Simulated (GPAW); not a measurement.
C:

```
C
1.0
     2.52210    0.00000    0.00000
    -1.26105    2.18420    0.00000
     0.00000    0.00000    8.23710
C
8
Cartesian
  1.2611 0.7281 6.9501
  0.0000 1.4561 2.8315
  1.2611 0.7281 5.4056
  0.0000 1.4561 1.2870
  0.0000 0.0000 7.4649
  0.0000 0.0000 3.3463
  0.0000 0.0000 4.8908
  0.0000 0.0000 0.7722
```

This is a hexagonal form of diamond, not graphite.

Base run:

* Program: GPAW 26.7.0
* Functional: revTPSS
* Potentials or basis: GPAW PAW data sets (gpaw-data 1.2.1)
* Cutoff: 800 eV
* Basis: pw
* k mesh: 7 × 7 × 2
* Occupations: fermi-dirac, width 0.05 eV
* Spin: no spin polarisation

Its results: band gap on the k mesh 4.26 eV, indirect (least direct gap 5.33 eV); largest force 0.332 eV/Å.

**Question.** After a change of settings the same cell gave: band gap on the k mesh 4.39 eV, indirect (least direct gap 5.17 eV); largest force 0.341 eV/Å. Which change was it?
A. functional from revTPSS to PBEint; potentials or basis from GPAW PAW data sets (gpaw-data 1.2.1) to PAW data sets generated in the run's folder for this functional
B. functional from revTPSS to MS2
C. functional from revTPSS to optPBE-vdW
D. functional from revTPSS to C09-vdW

**Answer.** D.

Caveats: the PAW data sets were made with another functional, which shifts forces and pressure a little.

Not every run made on this cell is shown here.
